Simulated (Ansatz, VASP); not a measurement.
# Sc (dimer Sc chain): VASP beside Ansatz, part 2 of 2

Aim: how closely do two programs agree when they are given the same cell, functional and k mesh? The structure shown is the start of the Ansatz relaxation below; VASP solves that cell, so the two are compared at the walk's first step.

VASP 6.6.1 and Ansatz 0.2.0.

So far: The structure; Ansatz: relaxation, RPBE; VASP: single point, RPBE, start cell.

### Step 4. Comparison

Known differences besides the potentials themselves: VASP starts from the moments at which Ansatz ended; the cutoff is 420 eV in Ansatz and 400 eV in VASP; Ansatz makes its cores anew for this functional, VASP keeps those of its PBE data sets. Total energies have different zeros and are not compared.

Forces (eV/Å; atoms numbered as in POSCAR):

```
atom        Ansatz x, y, z          VASP x, y, z
 Sc1   0.000, 0.000, 0.507   0.000, 0.000, 0.484
 Sc2  0.000, 0.000, -0.507  0.000, 0.000, -0.484
```

The forces differ by 13 meV/Å r.m.s., which is 4.7 % of the r.m.s. force of 0.280 eV/Å (both taken over all components). Moments aren't recorded for both runs of this pair, so they may hold unlike magnetic states.

### Step 5. Further runs

Further runs change the set-up of one program: Ansatz's method, potentials or start, or VASP's data sets, cutoff or form of LDA. The table gives that difference for each run.

```
                         run  r.m.s. force difference (meV/Å)
                    as above                               13
VASP with a cutoff of 500 eV (perhaps on Ansatz's relaxed cell)                               14
```

### Step 6. Ansatz: relaxation, PBEsol

The two programs are compared at the cell with which this relaxation starts, whose forces are those of its first step.

The structure compared here is the start of the Ansatz relaxation; VASP solves that cell, so the two are compared at the walk's first step.

Input file input.yaml:

```yaml
crystal:
  lattice:
    - [7.5, 0.0, 0.0]
    - [0.0, 7.5, 0.0]
    - [0.0, 0.0, 6.46]
  atoms:
    - { symbol: Sc, position: [0.5, 0.5, 0.0], spin: 1.0 }
    - { symbol: Sc, position: [0.5, 0.5, 0.45], spin: 1.0 }
magnetization:
  spin_polarized: true
kpoints:
  mp_grid: { grid: [1, 1, 13] }
scf:
  occupations: { method: fermi_dirac, width: 0.05 }
hamiltonian:
  xc: pbesol
relax:
  cell: { fix: [a, b, alpha, beta, gamma] }
  max_steps: 60
```

The run is started by

```
$ ansatz run input.yaml --threads 4 --pin off --max-ram 8192MiB --backend cpu --events-out ev --progress --plain --runs-dir out
```

Numbers of over 12 decimals in the logs are rounded to 6 here.

Log:

```text
[...]
Crystal: 2 atoms, lattice volume = 363.375 Å³
Basis set: ecut = 420 eV, 7069 PW (Γ), exchange–correlation on 108×108×90 points (8 copies of the dense FFT grid, shifted against one another)
Bands: 16, of which v1, the nominal top of the filled ones, is band 11 counted from 1 (10 counted from 0)
Symmetry: 16 space group operations
[...]
0.000000      -0.456234       0.000000
        0.000000       0.000000      -0.003114
  P = ⅓ Tr σ = -0.3052 GPa (-3.052 kbar)
--- Relaxed structure (6 steps of the walk, 6 accepted, 1 SCFs on fresh bases) ---
[...]
cell:  # Å, volume = 334.4841 Å³
    - [7.5, 0.0, 0.0]
    - [0.0, 7.5, 0.0]
    - [0.0, 0.0, 5.946384]
  atoms:
    - { symbol: Sc, position: [0.5, 0.5, 0.00948392] }
    - { symbol: Sc, position: [0.5, 0.5, 0.440516] }
[key lines of the parts left out:]
SCF converged after 6 iterations
Magnetization: 3.4712 μB (12.7356 up, 9.2644 down)
Free energy (F): -4216.676258 eV
Fermi energy:    -1.031227 eV
```

### Step 7. VASP: single point, PBEsol, start cell

The same cell, functional, mesh and smearing now go to VASP, with its own data sets.

Input file INCAR:

```
SYSTEM = Sc
PREC = Accurate
ENCUT = 400
EDIFF = 1E-06
NELM = 200
ISMEAR = -1
SIGMA = 0.05
LREAL = .FALSE.
ALGO = Normal
GGA = PS
NBANDS = 20
ISPIN = 2
MAGMOM = 0.97 0.97
LASPH = .TRUE.
LMAXMIX = 4
LORBIT = 11
LWAVE = .FALSE.
LCHARG = .FALSE.
ISIF = 2
GGA_COMPAT = .FALSE.
KPAR = 2
```

Input file POSCAR:

```
Sc
1.0
    7.5000000000      0.0000000000      0.0000000000
    0.0000000000      7.5000000000      0.0000000000
    0.0000000000      0.0000000000      6.4600000000
Sc
2
Direct
    0.5000000000      0.5000000000      0.0000000000
    0.5000000000      0.5000000000      0.4500000000
```

Input file KPOINTS:

```
Automatic mesh
0
Gamma
1 1 13
0 0 0
```

The projector-augmented-wave data sets are Sc_sv (PBE family, release 64).

The run is started by

```
$ mpirun -np 2 vasp_std
```

Log:

```text
[banner, memory and clock lines left out]
running    2 mpi-ranks, on    1 nodes
[...]
[... a notice as in an earlier step ...]

 LDA part: xc-table for (Slater+PW92), standard interpolation
 POSCAR, INCAR and KPOINTS ok, starting setup
[...]
entering main loop
       N       E                     dE             d eps       ncg     rms          rms(c)
DAV:   1     0.173348026762E+03    0.17335E+03   -0.93043E+03   768   0.615E+02
DAV:   2    -0.115960556223E+00   -0.17346E+03   -0.17190E+03   696   0.314E+02
DAV:   3    -0.700777336329E+01   -0.68918E+01   -0.64158E+01   920   0.511E+01
DAV:   4    -0.755455103616E+01   -0.54678E+00   -0.48080E+00   960   0.101E+01
[...]
DAV:  18    -0.695349524744E+01   -0.70730E-05   -0.84546E-06   584   0.111E-02    0.187E-03
DAV:  19    -0.695349898621E+01   -0.37388E-05   -0.48472E-06   532   0.873E-03    0.883E-04
DAV:  21    -0.695350018997E+01   -0.18990E-06   -0.21437E-07   320   0.236E-03
   1 F= -.69535002E+01 E0= -.69314840E+01  d E =-.440324E-01  mag=     3.3645
```

From OUTCAR (step 7):

```text
  Total       -0.9965471     -0.9965471     -3.6856806      0.0000000      0.0000000     -0.0000000
  in kB       -4.3939325     -4.3939325    -16.2507436      0.0000000      0.0000000     -0.0000000
  external PRESSURE =      -8.3462029 kB  Pullay stress =       0.0000000 kB

 POSITION                                       TOTAL-FORCE (eV/Angst)
 -----------------------------------------------------------------------------------
      3.75000      3.75000      0.00000         0.000000     -0.000000      0.561297
      3.75000      3.75000      2.90700         0.000000      0.000000     -0.561297
 -----------------------------------------------------------------------------------
    total drift:                                0.000000     -0.000000     -0.000052

  FREE ENERGIE OF THE ION-ELECTRON SYSTEM (eV)
  ---------------------------------------------------
  free  energy   TOTEN  =        -6.9535001900 eV

  energy  without entropy=       -6.9094677641  energy(sigma->0) =       -6.93148398

 magnetization (x)
# of ion       s       p       d       tot
------------------------------------------
    1        0.037   0.029   1.020   1.087
    2        0.037   0.029   1.020   1.087
--------------------------------------------------
tot          0.075   0.059   2.040   2.174

[... 2 parts as in an earlier step ...]

[... 1 further part left out ...]
[key lines of the parts left out:]
E-fermi :  -1.9505
```

### Step 8. Side by side

Forces (eV/Å; atoms numbered as in POSCAR):

```
atom        Ansatz x, y, z          VASP x, y, z
 Sc1   0.000, 0.000, 0.578   0.000, 0.000, 0.561
 Sc2  0.000, 0.000, -0.578  0.000, 0.000, -0.561
```

The forces differ by 9.8 meV/Å r.m.s., which is 3.0 % of the r.m.s. force of 0.324 eV/Å (both taken over all components). Moments aren't recorded for both runs of this pair, so they may hold unlike magnetic states.

### Step 9. Further runs

Further runs change the set-up of one program: Ansatz's method, potentials or start, or VASP's data sets, cutoff or form of LDA. The table gives that difference for each run.

```
                         run  r.m.s. force difference (meV/Å)
                    as above                              9.8
VASP with a cutoff of 500 eV (perhaps on Ansatz's relaxed cell)                               17
```

### Step 10. Ansatz: relaxation, PBE

The two programs are compared at the cell with which this relaxation starts, whose forces are those of its first step.

The structure compared here is the start of the Ansatz relaxation; VASP solves that cell, so the two are compared at the walk's first step.

input.yaml: that of step 6 with these lines changed.

```diff
@@ -15,3 +15,4 @@
 hamiltonian:
-  xc: pbesol
+  xc: pbe
+  pseudopotentials: { kind: nc }
 relax:
```

The run is started by

```
$ ansatz run input.yaml --threads 4 --pin off --max-ram 8192MiB --backend cpu --events-out ev --progress --plain --runs-dir out
```

Log:

```text
[...]
Crystal: 2 atoms, lattice volume = 363.375 Å³
Basis set: ecut = 1061.244064 eV, 28463 PW (Γ), exchange–correlation on 160×160×144 points (8 copies of the dense FFT grid, shifted against one another)
Bands: 16, of which v1, the nominal top of the filled ones, is band 11 counted from 1 (10 counted from 0)
Symmetry: 16 space group operations
[...]
0.000000      -0.432003       0.000000
        0.000000       0.000000      -0.006346
  P = ⅓ Tr σ = -0.2901 GPa (-2.901 kbar)
--- Relaxed structure (7 steps of the walk, 6 accepted, 1 SCFs on fresh bases) ---
[...]
cell:  # Å, volume = 339.5102 Å³
    - [7.5, 0.0, 0.0]
    - [0.0, 7.5, 0.0]
    - [0.0, 0.0, 6.035737]
  atoms:
    - { symbol: Sc, position: [0.5, 0.5, 0.00972732] }
    - { symbol: Sc, position: [0.5, 0.5, 0.440273] }
[key lines of the parts left out:]
SCF converged after 6 iterations
Magnetization: 3.4169 μB (12.7084 up, 9.2916 down)
Free energy (F): -2628.182585 eV
Fermi energy:    -1.017606 eV
```

### Step 11. VASP: single point, PBE, start cell

The same cell, functional, mesh and smearing now go to VASP, with its own data sets.

INCAR: that of step 7 with these lines changed.

```diff
@@ -9,6 +9,6 @@
 ALGO = Normal
-GGA = PS
+GGA = PE
 NBANDS = 20
 ISPIN = 2
-MAGMOM = 0.97 0.97
+MAGMOM = 0.98 0.98
 LASPH = .TRUE.
```

POSCAR is that of step 7.

KPOINTS is that of step 7.

The run is started by

```
$ mpirun -np 2 vasp_std
```

Log:

```text
[banner, memory and clock lines left out]
running    2 mpi-ranks, on    1 nodes
[...]
LDA part: xc-table for (Slater+PW92), standard interpolation
 POSCAR, INCAR and KPOINTS ok, starting setup
[...]
entering main loop
       N       E                     dE             d eps       ncg     rms          rms(c)
DAV:   1     0.173345190510E+03    0.17335E+03   -0.93396E+03   768   0.615E+02
DAV:   2     0.210104592737E+00   -0.17314E+03   -0.17158E+03   696   0.314E+02
DAV:   3    -0.668139919712E+01   -0.68915E+01   -0.64084E+01   912   0.509E+01
DAV:   4    -0.724049515859E+01   -0.55910E+00   -0.49355E+00   968   0.104E+01
[...]
DAV:  20    -0.673994269778E+01    0.15468E-06   -0.16323E-05   448   0.196E-02    0.663E-04
DAV:  21    -0.673994126274E+01    0.14350E-05   -0.48105E-06   512   0.104E-02    0.342E-04
DAV:  22    -0.673994126200E+01    0.74124E-09   -0.50024E-07   564   0.409E-03
   1 F= -.67399413E+01 E0= -.67172273E+01  d E =-.454279E-01  mag=     3.3332
```

Parts of OUTCAR (step 11):

```text
  Total       -0.9597252     -0.9597252     -3.0906646      0.0000000      0.0000000      0.0000000
  in kB       -4.2315787     -4.2315787    -13.6272246      0.0000000      0.0000000      0.0000000
  external PRESSURE =      -7.3634607 kB  Pullay stress =       0.0000000 kB

 POSITION                                       TOTAL-FORCE (eV/Angst)
 -----------------------------------------------------------------------------------
      3.75000      3.75000      0.00000         0.000000     -0.000000      0.484120
      3.75000      3.75000      2.90700         0.000000      0.000000     -0.484120
 -----------------------------------------------------------------------------------
    total drift:                                0.000000     -0.000000     -0.000051

  FREE ENERGIE OF THE ION-ELECTRON SYSTEM (eV)
  ---------------------------------------------------
  free  energy   TOTEN  =        -6.7399412620 eV

  energy  without entropy=       -6.6945133740  energy(sigma->0) =       -6.71722732

 magnetization (x)
# of ion       s       p       d       tot
------------------------------------------
    1        0.033   0.030   1.013   1.076
    2        0.033   0.030   1.013   1.076
--------------------------------------------------
tot          0.066   0.060   2.027   2.152

[... 2 parts as in an earlier step ...]

[... 1 further part left out ...]
[key lines of the parts left out:]
E-fermi :  -1.8899
```

### Step 12. Comparison

What differs besides the data sets and the points named for the pairs above, as far as they apply: the cutoff is 1061.24 eV in Ansatz and 400 eV in VASP. Total energies have different zeros and are not compared.

Forces (eV/Å; atoms numbered as in POSCAR):

```
atom        Ansatz x, y, z          VASP x, y, z
 Sc1   0.000, 0.000, 0.499   0.000, 0.000, 0.484
 Sc2  0.000, 0.000, -0.499  0.000, 0.000, -0.484
```

The forces differ by 8.7 meV/Å r.m.s., which is 3.1 % of the r.m.s. force of 0.280 eV/Å (both taken over all components). Moments aren't recorded for both runs of this pair, so they may hold unlike magnetic states.

### Step 13. Further runs

Further runs change the set-up of one program: Ansatz's method, potentials or start, or VASP's data sets, cutoff or form of LDA. The table gives that difference for each run.

```
                         run  r.m.s. force difference (meV/Å)
                    as above                              8.7
VASP with a cutoff of 500 eV (perhaps on Ansatz's relaxed cell)                               21
```

### Step 14. Outcome

- r.m.s. force difference (single point, RPBE, start cell): 4.7 % of the r.m.s. force
- r.m.s. force difference (single point, PBEsol, start cell): 3.0 % of the r.m.s. force
- r.m.s. force difference (single point, PBE, start cell): 3.1 % of the r.m.s. force

The r.m.s. force difference is 4.7 % of the r.m.s. force (single point, RPBE, start cell), beyond the 3 % picked in this series as the mark of a large difference. Single point, PBEsol, start cell, VASP with a cutoff of 500 eV (perhaps on Ansatz's relaxed cell): r.m.s. force difference goes from 9.8 to 17 meV/Å. Single point, PBE, start cell, VASP with a cutoff of 500 eV (perhaps on Ansatz's relaxed cell): r.m.s. force difference goes from 8.7 to 21 meV/Å. 2 further runs of this series are not shown here. How closely two codes agree says nothing of how well the functional describes the real material.

[Lines on the potential files, build, host, timing and source positions are cut from VASP's logs without a mark.]

[Logs are printed without paths, hosts, clocks, repeated set-up lines and the standing remarks that a program may print on its own settings, such as how far it seeks lower states.]

[Hosts, paths, dates, database ids (printed as entryN), source tags and the programs' standing remarks are cut or masked in the printed files.]

[Rows of further runs with another cutoff or data set may stand on the cell that Ansatz relaxed, not on the start cell of the pair above them.]
